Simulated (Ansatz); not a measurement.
# 2H-CrSSe monolayer in a perpendicular field, part 2 of 4

Aim: how the 2H-CrSSe monolayer screens a field along its normal, and what the field does to its bands. A positive field points along +c.

Ansatz 0.2.0; plane-wave DFT, LDA, Ansatz PAW (set soft_1); PAW set soft_1 (the session's first sound run).

So far. Step 2 (Relaxation): The lattice constant a goes from 3.125 to 3.044 Å.

## (3) Atoms held, field 0

A sawtooth potential applies the field, turning back in the middle of the vacuum. With the dipole correction the typed value is the field outside the slab. The induced dipole is small, so the SCF threshold is tight.

The cell differs from the one that the last finished run ended in (c 37.248 → 21.009 Å).

input.yaml

```yaml
crystal:
  lattice:
    - [3.0441850153, 0.0, 0.0]
    - [-1.5220925077, 2.6363415571, 0.0]
    - [0.0, 0.0, 21.0086256382]
  atoms:
    - { symbol: Se, position: [0.3333333333, 0.6666666667, 0.4283954674] }
    - { symbol: Cr, position: [0.0, 0.0, 0.5042874791] }
    - { symbol: S, position: [0.3333333333, 0.6666666667, 0.5716045326] }
kpoints:
  mp_grid: { grid: [18, 18, 1] }
  band_path:
    path: [[0, 0, 0], [0.5, 0, 0], [0.33333333, 0.33333333, 0], [0, 0, 0]]
    npoints: 16
hamiltonian:
  xc: lda
  pseudopotentials: { kind: paw, azcp: { folder: soft_1 }, xc_functional: pbe }
scf:
  occupations: { method: fermi_dirac, width: 0.05 }
  convergence: { dr2_threshold: 1.0e-10 }
efield:
  axis: 3
  dipole_correction: true
  ramp_position: 0.97
  ramp_width: 0.06
  amplitude: 0
output:
  dos: { projected: true, e_range: [-6, 5] }
  bader: true
  write_potential: true
  write_density: true
  volumetric_format: npy
  elf: true
```

Started as:

```sh
$ ansatz run input.yaml --threads 4 --pin off --max-ram 6144MiB --backend cpu --events-out ev --progress --plain --runs-dir out
```

Numbers of over 12 decimals in the logs are rounded to 6 here.

Output:

```text
[...]
Crystal: 3 atoms, lattice volume = 168.605 Å³
Basis set: ecut = 420 eV, 3299 PW (Γ)
Bands: 22, of which v1, the nominal top of the filled ones, is band 18 counted from 1 (17 counted from 0)
Symmetry: 6 space group operations
[...]
k-points: 37 of 324 (time reversal used)
[...]
SCF iter   1: F=—  HF=-9580.519414 eV  |F-HF|=—  |Δ(HF+E_count)|=         —  Δρ=9.75e-2  dr2=1.78e1  ethr=3.10e-3  p=-0.000 e·Å  D=-7.59e-7 V/Å  ΔV_dip=0.00 eV  dr2_dipole=2.82e-2  V_vac-E_F(+/−)=5.05/5.05 eV  ⟨swp⟩=11.3  Hψ=5423  notcnv=0
efield: sawtooth ramp at fractional position 0.9700 (set: `efield.ramp_position`, or a place that a band, a saddle search or an elastic batch's reference lends), width 0.0600; the density the first Hamiltonian is built on has a dipole p = -0.000 e·Å; the dipole correction subtracts the counter field D = -7.59e-7 V/Å, which shifts the + side's vacuum level by +0.00 eV against the − side's; the planar-averaged density in the ramp window peaks in size at 9.0e-6 e/Å³
[...]
SCF iter   2: F=—  HF=-9605.602502 eV  |F-HF|=—  |Δ(HF+E_count)|=    2.51e1  Δρ=3.46e-1  dr2=2.94e2  ethr=3.10e-3  p=-0.115 e·Å  D=-1.23e-1 V/Å  ΔV_dip=2.58 eV  dr2_dipole=1.22e0  V_vac-E_F(+/−)=11.39/8.81 eV  ⟨swp⟩=4.9  Hψ=3083  notcnv=0  recentre
[...]
SCF iter  14: F=-9577.730340 eV  HF=-9577.730340 eV  |F-HF|=1.46e-11  |Δ(HF+E_count)|=  4.73e-11  Δρ=8.84e-8  dr2=1.57e-11  ethr=1.00e-12  p=-0.037 e·Å  D=-3.93e-2 V/Å  ΔV_dip=0.83 eV  dr2_dipole=2.62e-13  V_vac-E_F(+/−)=5.70/4.87 eV  ⟨swp⟩=1.5  Hψ=1956  notcnv=0
SCF 1 converged in 14 iterations: F = -9577.730340 eV  dr2 = 1.57e-11
[...]
NSCF: frozen V_eff on 49 k-points
efield: sawtooth ramp at fractional position 0.9700 (kept from the solve that this one continues, or follows in the run), width 0.0600; the density the first Hamiltonian is built on has a dipole p = -0.037 e·Å; the dipole correction subtracts the counter field D = -3.93e-2 V/Å, which shifts the + side's vacuum level by +0.83 eV against the − side's; the planar-averaged density in the ramp window peaks in size at 9.0e-6 e/Å³
[...]
SCF converged after 14 iterations
Free energy (F): -9577.730340 eV
[...]
Internal energy: -9577.730336 eV  (E = F + TS)
E sigma→0 (E₀):  -9577.730338 eV
Entropy (-TS):   -0.000003 eV (-0.001 meV/atom)
Fermi energy:    -0.399955 eV
Dipole field:    D = -0.039331 V/Å  (p = -0.036648 e·Å, saw-weighted, corrected)
Work function:   Φ+ = 5.6969 eV   Φ− = 4.8706 eV
Levels:          The Fermi level and band energies are counted from a zero that moves with the ramp; work functions are not
[...]
--- Band table (eV; the first three rows and the last of 37) ---
  k-point 0: bands = [... 14 lower, -2.8633, -1.7985, -1.7985, -0.9978, 2.1450, 2.1450, 2.6029, 2.6029]
  k-point 1: bands = [... 14 lower, -2.8398, -1.8511, -1.8227, -0.9969, 1.9892, 2.1480, 2.3081, 2.5328]
  k-point 2: bands = [... 14 lower, -2.7805, -1.9844, -1.9041, -1.0155, 1.6129, 1.7056, 2.0615, 2.4361]
  k-point 36: bands = [... 14 lower, -4.5064, -4.3334, -2.6127, -0.9039, 0.0789, 1.0255, 1.3737, 2.8750]
--- Bader charges: 3 sites ---
  site symbol  charge [e]  shift [e]
     0     Se     -0.3958     0.0022
     1     Cr      0.9371     0.0041
     2      S     -0.5413     0.0020
  estimated error of the sums over rays = 8.8e-4 e
```

It took 12 s on 4 threads of Arm Neoverse V2, shared host; peak memory 0.5 GiB; 47 s of CPU time.

Numbers from this step:

```yaml
dipole_along_the_normal: -0.03665 e·Å
gap_along_the_path: 0.9828 eV
smallest_direct_gap_along_the_path: 0.9828 eV
step_between_the_vacuum_levels: 0.8263 eV
ionisation_energy_upper_face: 6.201 eV
electron_affinity_upper_face: 5.218 eV
ionisation_energy_lower_face: 5.375 eV
gap_the_smaller_of_path_and_mesh: 0.9828 eV
```

Running mean over a fixed 2.8 Å (it still follows the layers) of the planar mean; the ramp of the sawtooth is left out. The electron's electrostatic potential energy less the Fermi level by z:

| z (Å) | electron's electrostatic potential energy less the Fermi level (eV) |
| --- | --- |
| 2.92 | 4.87 |
| 3.36 | 4.87 |
| 3.79 | 4.87 |
| 4.09 | 4.87 |
| 4.52 | 4.87 |
| 4.96 | 4.87 |
| 5.40 | 4.86 |
| 5.84 | 4.83 |
| 6.13 | 4.78 |
| 6.57 | 4.53 |
| 7.00 | 3.64 |
| 7.44 | 2.09 |
| 7.88 | 0.528 |
| 8.32 | -1.21 |
| 8.61 | -2.39 |
| 9.05 | -4.51 |
| 9.48 | -6.53 |
| 9.92 | -7.48 |
| 10.36 | -8.03 |
| 10.65 | -8.55 |
| 11.09 | -8.92 |
| 11.53 | -8.00 |
| 11.96 | -5.82 |
| 12.40 | -3.39 |
| 12.69 | -1.94 |
| 13.13 | 0.304 |
| 13.57 | 2.78 |
| 14.01 | 4.73 |
| 14.44 | 5.45 |
| 14.88 | 5.63 |
| 15.17 | 5.67 |
| 15.61 | 5.69 |
| 16.05 | 5.70 |
| 16.49 | 5.70 |
| 16.92 | 5.70 |
| 17.22 | 5.70 |
| 17.65 | 5.70 |
| 18.09 | 5.70 |

The density of states has structure finer than the step of the table below, so its rows give means over 0.2 eV, whole bins alone (the curve runs from -6 to 2.46 eV). Peaks (eV: height): -4.32: 8.03, -2.14: 6.27, -0.93: 6.87, -0.60: 6.44, 0.78: 9.62, 1.03: 8.34, 1.69: 10.6.

Table of density of states by energy, zero at the Fermi level of the run, which the smearing sets inside the gap; means over each step:

energy (eV), density of states (states/eV a cell) and a bar:
```
     -5.8        2.5 ############
     -5.6        3.6 ##################
     -5.4        1.9 #########
     -5.2        0.7 ####
     -5.0        0.7 ####
     -4.8        0.9 ####
     -4.6        1.5 ########
     -4.4        4.8 ########################
     -4.2        2.3 ############
     -4.0        2.1 ##########
     -3.8        2.1 ##########
     -3.6        2.0 ##########
     -3.4        2.1 ###########
     -3.2        2.5 ############
     -3.0        2.6 #############
     -2.8        2.0 ##########
     -2.6        1.6 ########
     -2.4        2.5 ############
     -2.2        3.6 ##################
     -2.0        3.8 ###################
     -1.8        3.3 ################
     -1.6        3.2 ################
     -1.4        1.4 #######
     -1.2        0.9 #####
     -1.0        3.5 ##################
     -0.8        3.6 ##################
     -0.6        2.4 ############
     -0.4        0.0 
     -0.2        0.0 
      0.0        0.0 
      0.2        0.0 
      0.4        0.0 
      0.6        1.0 #####
      0.8        6.0 ##############################
      1.0        5.0 #########################
      1.2        2.7 #############
      1.4        2.0 ##########
      1.6        3.8 ###################
      1.8        3.8 ###################
      2.0        2.0 ##########
      2.2        1.6 ########
```

Projected DOS per atom over height of the atomic layer and energy from the Fermi level. Layers: Se Cr S from below.

Values in states/eV, 22 rows by 3 columns, each cell a mean:
```
0.32 0.64 0.52
0.50 1.53 0.90
0.50 1.46 0.58
0.66 2.76 0.36
0.53 2.75 0.30
0.01 0.08 0.00
0.00 0.00 0.00
0.03 0.36 0.07
0.35 2.62 0.68
0.19 0.71 0.27
1.04 1.41 0.59
1.31 1.13 1.31
0.74 1.14 0.75
0.48 0.79 0.55
0.60 1.13 0.82
0.57 0.73 0.74
0.66 0.48 0.78
1.25 0.87 1.26
0.56 0.32 0.55
0.26 0.16 0.29
0.67 0.61 0.93
0.82 0.59 1.01
```
Columns: height of the atomic layer (Å) from 9 to 12.0 (not evenly spaced); rows upwards: energy from the Fermi level (eV) from -5.96 to 2.41.

Electronic bands along the path, in eV, zero at the Fermi level of the run, which the smearing sets inside the gap:

| point | band 15 | band 16 | band 17 | band 18 | band 19 | band 20 | band 21 | band 22 |
| --- | --- | --- | --- | --- | --- | --- | --- | --- |
| Γ | -2.46 | -1.40 | -1.40 | -0.60 | 2.54 | 2.54 | 3.00 | 3.00 |
| halfway | -2.48 | -1.97 | -1.67 | -1.01 | 0.96 | 1.64 | 1.77 | 2.97 |
| M | -3.06 | -2.22 | -1.22 | -1.11 | 0.76 | 1.03 | 2.75 | 3.07 |
| halfway | -3.60 | -3.10 | -2.15 | -0.70 | 0.71 | 1.30 | 1.96 | 3.01 |
| K | -4.11 | -3.93 | -2.21 | -0.50 | 0.48 | 1.43 | 1.77 | 3.27 |
| halfway | -3.23 | -2.23 | -1.63 | -0.92 | 0.81 | 1.22 | 1.55 | 2.87 |
| Γ | -2.46 | -1.40 | -1.40 | -0.60 | 2.54 | 2.54 | 3.00 | 3.00 |

Valence density in the ca plane at fractional y = 0.667, with atoms of Se and S within 0.2 Å of it. It is the smooth field of the valence electrons, not physical close to the nuclei.

Values in e/Å³, 5 rows by 16 columns, each cell a mean:
```
 0  0  0  0  0  0  0  0  0  0  0  0  0  0  0  0
 0  0  0  0  0  0  0  1  0  0  0  0  0  0  0  0
 0  0  0  0  0  0  1 10  0  1  1  0  0  0  0  0
 0  0  0  0  0  0  1 18  1  1  1  0  0  0  0  0
 0  0  0  0  0  0  0  1  0  0  1  0  0  0  0  0
```
Columns run along c (16.0 Å, from fractional 0.09 to 0.85 of the cell), rows up along a (3.0 Å). Atoms in or near the plane, at fractional coordinates: Se at (0.43, 0.33), S at (0.57, 0.33).

Electrostatic potential energy in the ca plane at fractional y = 0.667, with atoms of Se and S within 0.2 Å of it. With pseudopotentials it is smooth inside the atoms' cores, unlike the true potential.

Ten even steps from '0' (-30 eV) to '9' (5 eV), each cell a mean:
```
99999999999999888875457889999999999999999999
99999999999999988875457889999999999999999999
99999999999998765677677767899999999999999999
99999999999997433357875101689999999999999999
99999999999996389537872000289999999999999999
99999999999996389637872000289999999999999999
99999999999997334357875000589999999999999999
99999999999998754577677656899999999999999999
```
Columns run along c (16.0 Å, from fractional 0.16 to 0.92 of the cell; values clipped at the 3rd and 97th percentile), rows up along a (3.0 Å). Atoms in or near the plane, at fractional coordinates: Se at (0.43, 0.33), S at (0.57, 0.33).

ELF in the ca plane at fractional y = 0.667, with atoms of Se and S within 0.2 Å of it. It is the smooth field of the valence electrons, not physical close to the nuclei.

Ten even steps from '0' (0.00) to '9' (0.94), each cell a mean:
```
00000000000000000123432111133321000000000000
00000000000000000122331111123210000000000000
00000000000000024667775211477765310000000000
00000000000001358887677423787899752000000000
00000000000002479984247424740499974100000000
00000000000002579984146424730499974100000000
00000000000001368987677424786899852000000000
00000000000000124677775212578876420000000000
```
Columns run along c (16.0 Å, from fractional 0.09 to 0.85 of the cell), rows up along a (3.0 Å). Atoms in or near the plane, at fractional coordinates: Se at (0.43, 0.33), S at (0.57, 0.33).

The gap is 0.98 eV, with the valence edge 6.20 eV and the conduction edge 5.22 eV under the upper vacuum level.

## (4) Single point, field 0.03 V/Å

Changes to input.yaml since step 3:

```diff
@@ -25,6 +25,4 @@
   ramp_width: 0.06
-  amplitude: 0
+  amplitude: 0.03
 output:
-  dos: { projected: true, e_range: [-6, 5] }
-  bader: true
   write_potential: true
@@ -32,2 +30 @@
   volumetric_format: npy
-  elf: true
```

Output:

```text
[...]
Crystal: 3 atoms, lattice volume = 168.605 Å³
Basis set: ecut = 420 eV, 3299 PW (Γ)
Bands: 22, of which v1, the nominal top of the filled ones, is band 18 counted from 1 (17 counted from 0)
Symmetry: 6 space group operations
[...]
k-points: 37 of 324 (time reversal used)
[...]
--- Band table (eV; the first three rows and the last of 37) ---
  k-point 0: bands = [... 14 lower, -2.8645, -1.8003, -1.8003, -0.9973, 2.1448, 2.1448, 2.5998, 2.5998]
  k-point 1: bands = [... 14 lower, -2.8410, -1.8529, -1.8248, -0.9963, 1.9890, 2.1480, 2.3048, 2.5295]
  k-point 2: bands = [... 14 lower, -2.7815, -1.9863, -1.9069, -1.0150, 1.6106, 1.7046, 2.0612, 2.4332]
  k-point 36: bands = [... 14 lower, -4.5072, -4.3350, -2.6138, -0.9057, 0.0772, 1.0239, 1.3720, 2.8730]
[key lines of the parts left out:]
SCF converged after 15 iterations
Free energy (F): -9577.729345 eV
Fermi energy:    -0.401297 eV
Dipole field:    D = -0.031824 V/Å  (p = -0.029653 e·Å, saw-weighted, corrected)
```

Run time: 6.5 s. Hardware: 4 threads; peak memory 0.47 GiB.

The dipole is -0.0297 e·Å, 0.00699 e·Å from its value without field, and the gap 0.983 eV.

## (5) Atoms held, field -0.03 V/Å

Changes to input.yaml since step 4:

```diff
@@ -25,3 +25,3 @@
   ramp_width: 0.06
-  amplitude: 0.03
+  amplitude: -0.03
 output:
```

Output:

```text
[...]
Crystal: 3 atoms, lattice volume = 168.605 Å³
Basis set: ecut = 420 eV, 3299 PW (Γ)
Bands: 22, of which v1, the nominal top of the filled ones, is band 18 counted from 1 (17 counted from 0)
Symmetry: 6 space group operations
[...]
k-points: 37 of 324 (time reversal used)
[...]
--- Band table (eV; the first three rows and the last of 37) ---
  k-point 0: bands = [... 14 lower, -2.8622, -1.7968, -1.7968, -0.9984, 2.1450, 2.1450, 2.6060, 2.6060]
  k-point 1: bands = [... 14 lower, -2.8388, -1.8493, -1.8206, -0.9975, 1.9892, 2.1479, 2.3113, 2.5359]
  k-point 2: bands = [... 14 lower, -2.7796, -1.9825, -1.9014, -1.0162, 1.6150, 1.7066, 2.0618, 2.4389]
  k-point 36: bands = [... 14 lower, -4.5058, -4.3318, -2.6116, -0.9022, 0.0805, 1.0271, 1.3753, 2.8769]
[key lines of the parts left out:]
SCF converged after 14 iterations
Free energy (F): -9577.731544 eV
Fermi energy:    -0.398685 eV
Dipole field:    D = -0.046841 V/Å  (p = -0.043645 e·Å, saw-weighted, corrected)
```

Run time: 6.4 s. Hardware: 4 threads; peak memory 0.47 GiB.

The dipole is -0.0436 e·Å, -0.00700 e·Å from its value without field, and the gap 0.983 eV.

## (6) Atoms held, field 0.15 V/Å

Changes to input.yaml since step 5:

```diff
@@ -23,5 +23,5 @@
   dipole_correction: true
-  ramp_position: 0.97
-  ramp_width: 0.06
-  amplitude: -0.03
+  ramp_position: 0.9405
+  ramp_width: 0.1119
+  amplitude: 0.15
 output:
```

Output:

```text
[...]
Crystal: 3 atoms, lattice volume = 168.605 Å³
Basis set: ecut = 420 eV, 3299 PW (Γ)
Bands: 22, of which v1, the nominal top of the filled ones, is band 18 counted from 1 (17 counted from 0)
Symmetry: 6 space group operations
[...]
k-points: 37 of 324 (time reversal used)
[...]
--- Band table (eV; the first three rows and the last of 37) ---
  k-point 0: bands = [... 14 lower, -2.8587, -1.7969, -1.7969, -0.9848, 2.1548, 2.1548, 2.5979, 2.5979]
  k-point 1: bands = [... 14 lower, -2.8350, -1.8496, -1.8227, -0.9836, 1.9989, 2.1584, 2.3019, 2.5270]
  k-point 2: bands = [... 14 lower, -2.7751, -1.9835, -1.9077, -1.0021, 1.6109, 1.7116, 2.0701, 2.4322]
  k-point 36: bands = [... 14 lower, -4.4997, -4.3312, -2.6079, -0.9023, 0.0810, 1.0280, 1.3756, 2.8755]
[key lines of the parts left out:]
SCF converged after 14 iterations
Free energy (F): -9577.727467 eV
Fermi energy:    -0.396043 eV
Dipole field:    D = -0.001777 V/Å  (p = -0.001656 e·Å, saw-weighted, corrected)
```

It took 6.5 s on 4 threads; peak memory 0.48 GiB; 25 s of CPU time.

The dipole is -0.00166 e·Å, 0.0350 e·Å from its value without field, and the gap 0.983 eV.

## (7) Single point, field 0.25 V/Å

Changes to input.yaml since step 6:

```diff
@@ -25,3 +25,3 @@
   ramp_width: 0.1119
-  amplitude: 0.15
+  amplitude: 0.25
 output:
```

Output:

```text
[...]
Crystal: 3 atoms, lattice volume = 168.605 Å³
Basis set: ecut = 420 eV, 3299 PW (Γ)
Bands: 22, of which v1, the nominal top of the filled ones, is band 18 counted from 1 (17 counted from 0)
Symmetry: 6 space group operations
[...]
k-points: 37 of 324 (time reversal used)
[...]
--- Band table (eV; the first three rows and the last of 37) ---
  k-point 0: bands = [... 14 lower, -2.8587, -1.7990, -1.7990, -0.9792, 2.1581, 2.1581, 2.5914, 2.5914]
  k-point 1: bands = [... 14 lower, -2.8350, -1.8518, -1.8258, -0.9778, 2.0021, 2.1622, 2.2943, 2.5201]
  k-point 2: bands = [... 14 lower, -2.7746, -1.9861, -1.9133, -0.9961, 1.6053, 1.7132, 2.0726, 2.4267]
  k-point 36: bands = [... 14 lower, -4.4981, -4.3329, -2.6077, -0.9043, 0.0793, 1.0265, 1.3738, 2.8727]
[key lines of the parts left out:]
SCF converged after 13 iterations
Free energy (F): -9577.728469 eV
Fermi energy:    -0.396361 eV
Dipole field:    D = 0.023283 V/Å  (p = 0.021694 e·Å, saw-weighted, corrected)
```

Elapsed: 6.2 s, on 4 threads; peak memory 0.47 GiB.

The dipole is 0.0217 e·Å, 0.0583 e·Å from its value without field, and the gap 0.984 eV.

## (8) Single point, field -0.25 V/Å

Changes to input.yaml since step 7:

```diff
@@ -25,4 +25,6 @@
   ramp_width: 0.1119
-  amplitude: 0.25
+  amplitude: -0.25
 output:
+  dos: { projected: true, e_range: [-6, 5] }
+  bader: true
   write_potential: true
@@ -30 +32,2 @@
   volumetric_format: npy
+  elf: true
```

Output:

```text
[...]
Crystal: 3 atoms, lattice volume = 168.605 Å³
Basis set: ecut = 420 eV, 3299 PW (Γ)
Bands: 22, of which v1, the nominal top of the filled ones, is band 18 counted from 1 (17 counted from 0)
Symmetry: 6 space group operations
[...]
k-points: 37 of 324 (time reversal used)
[...]
k-point 2: bands = [... 14 lower, -2.7863, -1.9824, -1.8950, -1.0345, 1.6140, 1.7030, 2.0503, 2.4462]
  k-point 36: bands = [... 14 lower, -4.5141, -4.3343, -2.6166, -0.9034, 0.0786, 1.0247, 1.3736, 2.8774]
--- Bader charges: 3 sites ---
  site symbol  charge [e]  shift [e]
     0     Se     -0.3850     0.0022
     1     Cr      0.9368     0.0041
     2      S     -0.5518     0.0019
  estimated error of the sums over rays = 8.5e-4 e
[key lines of the parts left out:]
SCF converged after 14 iterations
Free energy (F): -9577.746788 eV
Fermi energy:    -0.402579 eV
Dipole field:    D = -0.101894 V/Å  (p = -0.094942 e·Å, saw-weighted, corrected)
```

Run time: 12 s. Hardware: 4 threads; peak memory 0.48 GiB.

The dipole is -0.0949 e·Å, -0.0583 e·Å from its value without field, and the gap 0.982 eV.

(Part 2 of 4 ends here.)

[Logs are printed without paths, hosts, clocks, repeated set-up lines and the standing remarks that a program may print on its own settings, such as how far it seeks lower states.]

[Hosts, paths, dates, database ids (printed as entryN), source tags and the programs' standing remarks are cut or masked in the printed files.]

[Maps of the electrostatic potential energy from Ansatz leave out the sawtooth potential of an applied field or a dipole correction, so their vacuum need not be flat; planar profiles and work functions include it.]

[The density of states shown here was stored with 400 of the rows of the run's finer table, so its peaks can read low, often by over a quarter, or be missed, and its means over a window can be off by a tenth or more.]
